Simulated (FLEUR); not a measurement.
CdSe (Cadmoselite):

```xyz
4
Lattice="4.3000 0.0000 0.0000 -2.1500 3.7239 0.0000 0.0000 0.0000 7.0200" Properties=species:S:1:pos:R:3 pbc="T T T"
Cd    2.1500    1.2413    3.5100
Cd    0.0000    2.4826    0.0000
Se    2.1500    1.2413    6.2127
Se    0.0000    2.4826    2.7027
```

Base run:

| Quantity | Value |
| --- | --- |
| Program | FLEUR MaX-R8.1 (later development tree) |
| Functional | Xalpha |
| Potentials or basis | all-electron |
| Basis | FLAPW |
| Kmax | 4.67 1/bohr |
| k mesh | 7 × 7 × 4 |
| Occupations | fermi-dirac, width 0.05 eV |
| Spin | no spin polarisation |

Its results: band gap on the k mesh 0.31 eV, direct.

Task: The run is repeated on the same cell with these changes: functional from Xalpha to PBE. What comes out?

Result: Band gap on the k mesh 0.70 eV, direct.

Not every run made on this cell is shown here.
